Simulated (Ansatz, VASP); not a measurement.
# PtSe2: VASP beside Ansatz

INCAR

```
SYSTEM = PtSe2
  PREC = Accurate
  ENCUT = 520
  EDIFF = 1E-7
  ISMEAR = 0
  SIGMA = 0.15
  LREAL = .FALSE.
  LASPH = .TRUE.
  NELM = 100
  ALGO = Normal
  ISIF = 2
  LWAVE = .FALSE.
  LCHARG = .TRUE.
  GGA = PS
  LELF = .TRUE.
  LVHAR = .TRUE.
  NBANDS = 18
```

File KPOINTS:

```
Automatic mesh
0
G
  12 12 10
  0 0 0
```

The input POSCAR:

```
PtSe2
1.0
    3.4260805562      0.0000000000      0.0000000000
   -1.7130402781      2.9670727971      0.0000000000
    0.0000000000      0.0000000000      4.8595200000
Pt Se
1 2
Direct
    0.0000000000      0.0000000000      0.0000000000
    0.3333333333      0.6666666667      0.2500000000
    0.6666666667      0.3333333333      0.7500000000
```

Input for Ansatz:

```yaml
crystal:
  lattice:
    - [3.4260805562, 0.0, 0.0]
    - [-1.7130402781, 2.9670727971, 0.0]
    - [0.0, 0.0, 4.85952]
  atoms:
    - { symbol: Pt, position: [0.0, 0.0, 0.0] }
    - { symbol: Se, position: [0.3333333333, 0.6666666667, 0.25] }
    - { symbol: Se, position: [0.6666666667, 0.3333333333, 0.75] }
basis:
  ecutwfc: 420
kpoints:
  mp_grid: { grid: [12, 12, 10] }
hamiltonian:
  xc: pbesol
scf:
  occupations: { method: gaussian, width: 0.15 }
output:
  forces: true
  stress: true
  eigenvalues: true
```

Change from the starting cell: strain -0.080 along x and y, -0.040 along z, atoms carried along.

Alike in both runs: task single point; functional PBEsol; k mesh 12 × 12 × 10; occupations gaussian, width 0.15 eV; no spin polarisation.

|  | VASP | Ansatz |
| --- | --- | --- |
| version | VASP 6.6.1 | Ansatz 0.2.0 |
| potentials or method | VASP PAW PBE potentials, release 64 (Pt, Se) | scalar-relativistic, plane waves, PAW |
| plane-wave cutoff (eV) | 520 | 420 |
| valence electrons in the cell | 22 | 50 |

```tsv
	VASP	Ansatz	Ansatz less VASP
gap on the k mesh at the Fermi level (eV)	none	none	-
pressure (GPa)	52.3	51.6	-0.68
largest component of the traceless stress (GPa)	14.00	13.83	-0.169
rms of the force components (eV/Å)	1.943	1.912	-0.0315
```

Atom by atom the forces differ by 0.031 eV/Å (rms over components). A gap of «none» marks a metal or a gap that the smearing closes. The functional is the same, so the differences come from potentials, cutoffs and numerics. The two sets of potentials don't hold the same shells in valence.

Caveats: so large a pressure means that the cell lies far from this level's equilibrium, or that cutoff or potentials fall short (VASP); the potentials were made for another functional, which shifts forces and pressure (VASP). The runs have no spin-orbit coupling, so splittings on Pt are missing.
